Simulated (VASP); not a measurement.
# CdS (Hawleyite) (F-43m) in VASP: notebook

Runs on CdS (Hawleyite). Level: PBE. Tasks: G0W0 quasiparticle levels.

Everything below comes from runs of VASP 6.6.1. Logs are shortened: lines on timing, memory, paths and dates and some standing lists are left out, and cuts for length are marked.

### 1 The crystal as given

The structure is cubic, space group F-43m (No. 216). The conventional cell has a = 5.833 Å, b = 5.833 Å, c = 5.833 Å, α = 90.00°, β = 90.00°, γ = 90.00°. Cd (site symmetry -43m) has 4 S at 2.53 Å as nearest neighbours. Around S (site symmetry -43m) lie 4 Cd at 2.53 Å.

### 2 G0W0 quasiparticle levels, PBE

POSCAR reads:

```
CdS
1.0
    0.0000000000      2.9165000000      2.9165000000
    2.9165000000      0.0000000000      2.9165000000
    2.9165000000      2.9165000000      0.0000000000
Cd S
1 1
Direct
    0.0000000000      0.0000000000      0.0000000000
    0.7500000000      0.7500000000      0.7500000000
```

INCAR.step1 reads:

```
SYSTEM = CdS
PREC = Accurate
ENCUT = 450
EDIFF = 1E-8
ISMEAR = 0
SIGMA = 0.01
LREAL = .False.
LASPH = .True.
NELM = 60
ALGO = Fast
LWAVE = .True.
LCHARG = .False.
GGA = PE
```

INCAR.step2 reads:

```
SYSTEM = CdS
PREC = Accurate
ENCUT = 450
EDIFF = 1E-8
ISMEAR = 0
SIGMA = 0.01
LREAL = .False.
LASPH = .True.
NELM = 1
ALGO = Exact
LWAVE = .True.
LCHARG = .False.
GGA = PE
NBANDS = 207
LOPTICS = .True.
ISTART = 1
```

INCAR.step3 reads:

```
SYSTEM = CdS
PREC = Accurate
ENCUT = 450
EDIFF = 1E-8
ISMEAR = 0
SIGMA = 0.01
LREAL = .False.
LASPH = .True.
ALGO = EVGW0
LWAVE = .False.
LCHARG = .False.
GGA = PE
NELMGW = 1
NBANDS = 207
ENCUTGW = 50
NOMEGA = 48
PRECFOCK = Fast
ISTART = 1
NBANDSGW = 17
```

KPOINTS reads:

```
Automatic mesh
0
Gamma
  3 3 3
  0 0 0
```

Potentials or basis: VASP PAW PBE potentials, release 64 (Cd_GW, S_GW).

Started as:

```sh
> cat potpaw_PBE.64/Cd_GW/POTCAR potpaw_PBE.64/S_GW/POTCAR > POTCAR
> cp INCAR.step1 INCAR
> mpirun -np 1 vasp_std > vasp.out
> cp INCAR.step2 INCAR
> mpirun -np 1 vasp_std > vasp.out
> cp INCAR.step3 INCAR
> mpirun -np 1 vasp_std > vasp.out
```

OUTCAR:

```text
SYSTEM = CdS
   PREC = Accurate
   ENCUT = 450
   EDIFF = 1E-8
   ISMEAR = 0
   LREAL = .False.
   LASPH = .True.
   GGA = PE
   NELMGW = 1
   ENCUTGW = 50
   PRECFOCK = Fast
   ISTART = 1

 Found      4 irreducible k-points:

 Following reciprocal coordinates:
            Coordinates               Weight
  0.000000  0.000000  0.000000      1.000000
  0.333333  0.000000  0.000000      8.000000
  0.333333  0.333333  0.000000      6.000000
 -0.333333  0.333333  0.000000     12.000000
   k-points           NKPTS =      4   k-points in BZ     NKDIM =     27   number of bands    NBANDS=    207
   number of dos      NEDOS =    301   number of ions     NIONS =      2
   total plane-waves  NPLWV =  27000
   dimension x,y,z NGX =    30 NGY =   30 NGZ =   30
   dimension x,y,z NGXF=    60 NGYF=   60 NGZF=   60
   ions per type =               1   1
   NGX,Y,Z   is equivalent  to a cutoff of  12.09, 12.09, 12.09 a.u.
   NGXF,Y,Z  is equivalent  to a cutoff of  24.18, 24.18, 24.18 a.u.
 SYSTEM =  CdS
   PREC   = accura    normal or accurate (medium, high low for compatibility)
   ISTART =      1    job   : 0-new  1-cont  2-samecut
   ICHARG =      0    charge: 1-file 2-atom 10-const
   ISPIN  =      1    spin polarized calculation?
   LNONCOLLINEAR =      F non collinear calculations
   LSORBIT =      F    spin-orbit coupling
   LASPH  =      T    aspherical Exc in radial PAW
   ENCUT  =  450.0 eV  33.07 Ry    5.75 a.u.   7.13  7.13  7.13*2*pi/ulx,y,z
   NELM   =     60;   NELMIN=  2; NELMDL=  0     # of ELM steps
   EDIFF  = 0.1E-07   stopping-criterion for ELM
   LREAL  =      F    real-space projection
   EDIFFG = 0.1E-06   stopping-criterion for IOM
   NSW    =      0    number of steps for IOM
   IBRION =     -1    ionic relax: 0-MD 1-quasi-New 2-CG
   NFREE  =      0    steps in history (QN), initial steepest desc. (CG)
   ISIF   =      0    stress and relaxation
   ISYM   =      3    0-nonsym 1-usesym 2-fastsym
   POTIM  = 0.5000    time-step for ionic-motion
   TEBEG  =    0.0;   TEEND  =   0.0 temperature during run
   PSTRESS=    0.0 pullay stress
   NELECT =      18.0000    total number of electrons
   NUPDOWN=      -1.0000    fix difference up-down
   EMIN   =  10.00;   EMAX   =-10.00  energy-range for DOS
   EFERMI =   0.00;   METHOD = LEGACY
   ISMEAR =     0;   SIGMA  =   0.01  broadening in eV -4-tet -1-fermi 0-gaus
   EFERMI_NEDOS =   21; number of points for ismear=-14 and -15
   IALGO  =     38    algorithm
   IMIX   =      4    mixing-type and parameters
     AMIX     =   0.40;   BMIX     =  1.00
     AMIX_MAG =   1.60;   BMIX_MAG =  1.00
  volume/ion in A,a.u.               =      24.81       167.41
  Fermi-wavevector in a.u.,A,eV,Ry     =   1.167599  2.206442 18.548649  1.363287
  Thomas-Fermi vector in A             =   2.304097
   LORBIT       =      0    0 simple, 1 ext, 2 COOP (PROOUT), +10 PAW based schemes
   GGA     = PE    functional components
   LHFCALC =     T    Hartree Fock is set to
   PRECFOCK=fast      Normal, Fast or Accurate (Low or Medium for compatibility)
   ENCUT4O =  -1.0   cutoff for four orbital integrals eV
   NKREDX  =     1    reduce k-point grid by
   NKREDY  =     1    reduce k-point grid by
   NKREDZ  =     1    reduce k-point grid by
   AEXX    =    1.0000 exact exchange contribution
   HFSCREEN=    0.0000 screening length (either q_TF or 0.3 A-1)
   HFSCREENC=   0.0000 screening length for correlation (either q_TF or 0.3 A-1)
   ENCUTFOCK=  -1.0 apply spherical cutoff to Coloumb kernel
   IVDW    =     0    specifies the selected vdW correction
   LEPSILON=     F    determine dielectric tensor
   LRPA    =     F    only Hartree local field effects (RPA)
   LRPAFORCE           =     F    calculate RPA forces
   ENCUTGW             =  50.0    cutoff for response function in eV
   ENCUTGWSOFT         =  40.0    soft cutoff for Coulomb kernel in GW response function in eV
   ENCUTLF             =  -1.0    cutoff for local field effects
   NELMGW              =     1    number of iterations in solving QP/BSE equation
   NELMHF              =     1    number of iterations in the inner HF iteration
   NKREDLFX            =     1    NKREDLFY  =   1   NKREDLFZ  =   1
 non-spin polarized calculation
 Gauss-broadening in eV      SIGMA  =   0.01
  energy-cutoff  :      450.00
  volume of cell :       49.62
 maximum number of plane-waves:      1089
 NGX is ok and might be reduce to    30
  NGX = 16; NGY = 16; NGZ = 16
   NGX = 15   NGY = 15   NGZ = 15
 maximum number of plane-waves:        51
 NGX is ok and might be reduce to    10

 QP shifts <psi_nk| G(iteration)W_0 |psi_nk>: iteration 1
 for sc-GW calculations column KS-energies equals QP-energies in previous step
 and V_xc(KS)=  KS-energies - (<T + V_ion + V_H > + <T+V_H+V_ion>^1  + <V_x>^1)

 k-point   1 :       0.0000    0.0000    0.0000
  band No.  KS-energies  QP-energies   sigma(KS)   V_xc(KS)     V^pw_x(r,r')   Z            occupation Imag(sigma)

      1      -9.6269      -9.7340     -13.1588     -12.9919     -20.9027       0.6416       2.0000       1.1625
      2      -5.0685      -6.6718     -17.4759     -15.1711     -22.9361       0.6957       2.0000       0.2941
      3      -5.0685      -6.6718     -17.4759     -15.1711     -22.9361       0.6957       2.0000       0.2941
      4      -5.0685      -6.6718     -17.4759     -15.1711     -22.9361       0.6957       2.0000       0.2941
      5      -4.5977      -6.3302     -17.9555     -15.4965     -23.2435       0.7046       2.0000       0.2433
      6      -4.5977      -6.3302     -17.9555     -15.4965     -23.2435       0.7046       2.0000       0.2433
[... 9 lines left out ...]
     16      14.1407      14.1208      -7.9169      -7.8901      -2.3983       0.7442       0.0000      -0.3600
     17      15.9596      15.7391      -7.5099      -7.2158      -2.1079       0.7499       0.0000      -0.4640

 k-point   2 :       0.3333    0.0000    0.0000
  band No.  KS-energies  QP-energies   sigma(KS)   V_xc(KS)     V^pw_x(r,r')   Z            occupation Imag(sigma)

      1      -9.3038      -9.4318     -13.6206     -13.4192     -21.2667       0.6355       2.0000       1.0692
      2      -4.9704      -6.5967     -17.5728     -15.2476     -23.0091       0.6994       2.0000       0.2895
      3      -4.9704      -6.5967     -17.5728     -15.2476     -23.0091       0.6994       2.0000       0.2895
      4      -4.5972      -6.1681     -17.2863     -15.0458     -22.6117       0.7011       2.0000       0.2993
      5      -4.5808      -6.3160     -17.9748     -15.5181     -23.2755       0.7063       2.0000       0.2448
      6      -4.5808      -6.3160     -17.9748     -15.5181     -23.2755       0.7063       2.0000       0.2448
[... 9 lines left out ...]
     16      13.7010      14.0948      -9.4796     -10.0127      -4.4381       0.7388       0.0000      -0.2504
     17      18.3220      18.8241      -9.6188     -10.2802      -3.6687       0.7592       0.0000      -0.7226

 k-point   3 :       0.3333    0.3333    0.0000
  band No.  KS-energies  QP-energies   sigma(KS)   V_xc(KS)     V^pw_x(r,r')   Z            occupation Imag(sigma)

      1      -9.2013      -9.3418     -13.7810     -13.5610     -21.3927       0.6383       2.0000       1.0392
      2      -4.8463      -6.4655     -17.2250     -14.9178     -22.5268       0.7018       2.0000       0.2852
      3      -4.8209      -6.4745     -17.7656     -15.4116     -23.1892       0.7025       2.0000       0.2844
      4      -4.8209      -6.4745     -17.7656     -15.4116     -23.1892       0.7025       2.0000       0.2844
      5      -4.5328      -6.2770     -18.0300     -15.5677     -23.3312       0.7083       2.0000       0.2422
      6      -4.4827      -6.1037     -17.5169     -15.2177     -22.8133       0.7050       2.0000       0.2772
[... 9 lines left out ...]
     16      18.0285      18.0735      -8.1056      -8.1650      -2.5435       0.7586       0.0000      -0.5816
     17      18.1520      18.7404     -10.2140     -11.0075      -4.2656       0.7416       0.0000      -0.6854

 k-point   4 :      -0.3333    0.3333    0.0000
  band No.  KS-energies  QP-energies   sigma(KS)   V_xc(KS)     V^pw_x(r,r')   Z            occupation Imag(sigma)

      1      -9.0987      -9.2560     -13.9717     -13.7259     -21.5520       0.6400       2.0000       1.0100
      2      -4.8900      -6.5368     -17.5501     -15.2039     -22.9342       0.7019       2.0000       0.2855
      3      -4.8170      -6.4703     -17.7684     -15.4169     -23.1912       0.7031       2.0000       0.2832
      4      -4.6469      -6.3736     -17.8672     -15.4192     -23.1758       0.7054       2.0000       0.2538
      5      -4.5751      -6.3131     -17.9657     -15.5087     -23.2673       0.7074       2.0000       0.2449
      6      -4.0335      -5.6056     -17.8260     -15.5959     -23.1416       0.7050       2.0000       0.2752
[... 9 lines left out ...]
     16      17.1131      17.5557      -9.5623     -10.1620      -3.8311       0.7381       0.0000      -0.5337
     17      17.7266      18.3474     -10.1857     -11.0243      -4.1776       0.7403       0.0000      -0.6822
```

OUTCAR.step2:

```text
SYSTEM = CdS
   PREC = Accurate
   ENCUT = 450
   EDIFF = 1E-8
[... 539 lines left out ...]
  --------------------------------------------------------------------------------------------------------------
     0.00000    19.11014    19.11014    19.11014     0.00000     0.00000    -0.00000
     1.86130     2.31984     2.31984     2.31984     0.00000     0.00000    -0.00000
     3.72261   -13.79279   -13.79279   -13.79279     0.00000    -0.00000    -0.00000
     5.58391    14.23559    14.23559    14.23559     0.00000     0.00000    -0.00000
     7.44521     6.54979     6.54979     6.54979    -0.00000    -0.00000     0.00000
     9.30651    -0.60431    -0.60431    -0.60431     0.00000    -0.00000     0.00000
[... 92 lines left out ...]
   182.40769     0.97955     0.97955     0.97955    -0.00000    -0.00000     0.00000
   184.26899     0.98000     0.98000     0.98000    -0.00000    -0.00000     0.00000
```

It took 52 s on 1 thread of AMD EPYC 9R45 (Zen 5), shared host; peak memory 0.31 GiB.

These settings aren't checked as converged: the numbers below hold their error.

Results:

| Property | Result |
| --- | --- |
| Band gap on the k mesh, mean-field level | 1.10 eV, direct |
| Quasiparticle gap | 1.65 eV |
| Least direct quasiparticle gap | 1.65 eV |

Caveat: the k mesh is coarse (spacing up to 0.62 Å⁻¹), so the values aren't converged; bands, screening cutoff and mesh are small and nothing is extrapolated, so the quasiparticle values aren't converged.

### 3 G0W0 quasiparticle levels, PBE

POSCAR is that of step 2.

INCAR.step1 is that of step 2.

Edit INCAR.step2 of step 2 so:

```diff
@@ -13,3 +13,3 @@
 GGA = PE
-NBANDS = 207
+NBANDS = 306
 LOPTICS = .True.
```

Edit INCAR.step3 of step 2 so:

```diff
@@ -13,3 +13,3 @@
 NELMGW = 1
-NBANDS = 207
+NBANDS = 306
 ENCUTGW = 50
```

KPOINTS is that of step 2.

Potentials or basis: VASP PAW PBE potentials, release 64 (Cd_GW, S_GW).

Started as:

```sh
> cat potpaw_PBE.64/Cd_GW/POTCAR potpaw_PBE.64/S_GW/POTCAR > POTCAR
> cp INCAR.step1 INCAR
> mpirun -np 1 vasp_std > vasp.out
> cp INCAR.step2 INCAR
> mpirun -np 1 vasp_std > vasp.out
> cp INCAR.step3 INCAR
> mpirun -np 1 vasp_std > vasp.out
```

OUTCAR:

```text
SYSTEM = CdS
   PREC = Accurate
   ENCUT = 450
   EDIFF = 1E-8
   ISMEAR = 0
   LREAL = .False.
   LASPH = .True.
   GGA = PE
   NELMGW = 1
   ENCUTGW = 50
   PRECFOCK = Fast
   ISTART = 1

 Found      4 irreducible k-points:

 Following reciprocal coordinates:
            Coordinates               Weight
  0.000000  0.000000  0.000000      1.000000
  0.333333  0.000000  0.000000      8.000000
  0.333333  0.333333  0.000000      6.000000
 -0.333333  0.333333  0.000000     12.000000
   k-points           NKPTS =      4   k-points in BZ     NKDIM =     27   number of bands    NBANDS=    306
[... 60 lines left out ...]
   NELMGW              =     1    number of iterations in solving QP/BSE equation
   NELMHF              =     1    number of iterations in the inner HF iteration
   NKREDLFX            =     1    NKREDLFY  =   1   NKREDLFZ  =   1
 non-spin polarized calculation
 Gauss-broadening in eV      SIGMA  =   0.01
  energy-cutoff  :      450.00
  volume of cell :       49.62
 maximum number of plane-waves:      1089
 NGX is ok and might be reduce to    30
  NGX = 16; NGY = 16; NGZ = 16
   NGX = 15   NGY = 15   NGZ = 15
 maximum number of plane-waves:        51
 NGX is ok and might be reduce to    10

 QP shifts <psi_nk| G(iteration)W_0 |psi_nk>: iteration 1
 for sc-GW calculations column KS-energies equals QP-energies in previous step
 and V_xc(KS)=  KS-energies - (<T + V_ion + V_H > + <T+V_H+V_ion>^1  + <V_x>^1)

 k-point   1 :       0.0000    0.0000    0.0000
  band No.  KS-energies  QP-energies   sigma(KS)   V_xc(KS)     V^pw_x(r,r')   Z            occupation Imag(sigma)

      1      -9.6269      -9.7331     -13.1588     -12.9919     -20.9027       0.6361       2.0000       1.1507
      2      -5.0685      -6.6515     -17.4497     -15.1711     -22.9361       0.6947       2.0000       0.2835
      3      -5.0685      -6.6515     -17.4497     -15.1711     -22.9361       0.6947       2.0000       0.2835
      4      -5.0685      -6.6515     -17.4497     -15.1711     -22.9361       0.6947       2.0000       0.2835
      5      -4.5977      -6.3094     -17.9272     -15.4965     -23.2435       0.7042       2.0000       0.2277
      6      -4.5977      -6.3094     -17.9272     -15.4965     -23.2435       0.7042       2.0000       0.2277
[... 59 lines left out ...]
      3      -4.8170      -6.4466     -17.7391     -15.4169     -23.1912       0.7018       2.0000       0.2691
      4      -4.6469      -6.3513     -17.8384     -15.4192     -23.1758       0.7045       2.0000       0.2384
      5      -4.5751      -6.2908     -17.9367     -15.5087     -23.2673       0.7066       2.0000       0.2292
      6      -4.0335      -5.5824     -17.7959     -15.5959     -23.1416       0.7041       2.0000       0.2577
[... 9 lines left out ...]
     16      17.1131      17.5499      -9.5715     -10.1620      -3.8311       0.7397       0.0000      -0.5363
     17      17.7266      18.3423     -10.1942     -11.0243      -4.1776       0.7418       0.0000      -0.6865
```

OUTCAR.step1:

```text
SYSTEM = CdS
   PREC = Accurate
   ENCUT = 450
   EDIFF = 1E-8
   ISMEAR = 0
   LREAL = .False.
   LASPH = .True.
[... 172 lines left out ...]
      0.00000      0.00000      0.00000        -0.000000      0.000000      0.000000
      4.37475      4.37475      4.37475         0.000000     -0.000000     -0.000000
 -----------------------------------------------------------------------------------
    total drift:                               -0.000000     -0.000000     -0.000000

  FREE ENERGIE OF THE ION-ELECTRON SYSTEM (eV)
  ---------------------------------------------------
  free  energy   TOTEN  =        -6.0051048219 eV

  energy  without entropy=       -6.0051048219  energy(sigma->0) =       -6.00510482
```

Wall time 66 s (1 thread of AMD EPYC 9R45 (Zen 5), shared host); peak memory 0.32 GiB.

These settings aren't checked as converged: the numbers below hold their error.

Results:

* Band gap on the k mesh, mean-field level: 1.10 eV, direct
* Quasiparticle gap: 1.64 eV
* Least direct quasiparticle gap: 1.64 eV

Caveat: the k mesh is coarse (spacing up to 0.62 Å⁻¹), so the values aren't converged; bands, screening cutoff and mesh are small and nothing is extrapolated, so the quasiparticle values aren't converged.

(Part 1 of 3 ends here.)
